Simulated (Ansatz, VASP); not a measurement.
Two plane-wave programs on Gd

The input INCAR:

```
SYSTEM = Gd
  PREC = Accurate
  ENCUT = 520
  EDIFF = 1E-6
  ISMEAR = -1
  SIGMA = 0.03
  LREAL = .FALSE.
  LASPH = .TRUE.
  NELM = 150
  ALGO = Normal
  ISIF = 2
  LWAVE = .FALSE.
  LCHARG = .TRUE.
  ISPIN = 2
  MAGMOM = 7
  LORBIT = 11
  LMAXMIX = 6
  GGA = PE
  LELF = .TRUE.
  LVHAR = .TRUE.
  NBANDS = 19
```

KPOINTS

```
regular mesh
0
G
  11 11 11
  0 0 0
```

The input POSCAR:

```
Gd
1.0
   -1.7630840075      1.7630840075      1.7630840075
    1.7630840075     -1.7630840075      1.7630840075
    1.7630840075      1.7630840075     -1.7630840075
Gd
1
Direct
    0.0000000000      0.0000000000      0.0000000000
```

Input for Ansatz:

```yaml
crystal:
  lattice:
    - [-1.7630840075, 1.7630840075, 1.7630840075]
    - [1.7630840075, -1.7630840075, 1.7630840075]
    - [1.7630840075, 1.7630840075, -1.7630840075]
  atoms:
    - { symbol: Gd, position: [0.0, 0.0, 0.0], spin: 7.0 }
magnetization:
  spin_polarized: true
kpoints:
  mp_grid: { grid: [11, 11, 11] }
scf:
  occupations: { method: fermi_dirac, width: 0.03 }
hamiltonian:
  xc: pbe
  pseudopotentials: { kind: paw }
output:
  forces: true
  stress: true
  eigenvalues: true
  populations: true
```

Change from the starting cell: volume scaled by 0.66, PAW files.

Alike in both runs: task single point; functional PBE; k mesh 11 × 11 × 11; occupations fermi-dirac, width 0.03 eV; collinear spin.

|  | VASP | Ansatz |
| --- | --- | --- |
| version | VASP 6.6.1 | Ansatz 0.2.0 |
| potentials or method | VASP PAW PBE potentials, release 64 (Gd) | PAW with Ansatz's default frozen-core files, scalar-relativistic |
| plane-wave cutoff (eV) | 520 | 420 |
| valence electrons in the cell | 18 | 18 |

|  | VASP | Ansatz | Ansatz less VASP |
| --- | --- | --- | --- |
| pressure (GPa) | 27.4 | 27.0 | -0.40 |
| net moment per atom (μB) | 7.60 | 7.59 | -0.008 |
| size of the moment on the site where the two differ most (μB) | 7.05 | 7.28 | +0.226 |

Site moments also hang on the region over which each program counts them.

Caveats: so large a pressure means that the cell lies far from this level's equilibrium, or that cutoff or potentials fall short (VASP); spin-orbit coupling is left out, which moves the levels of the heavy elements. The state reached can hang on the start; a lower one may exist.
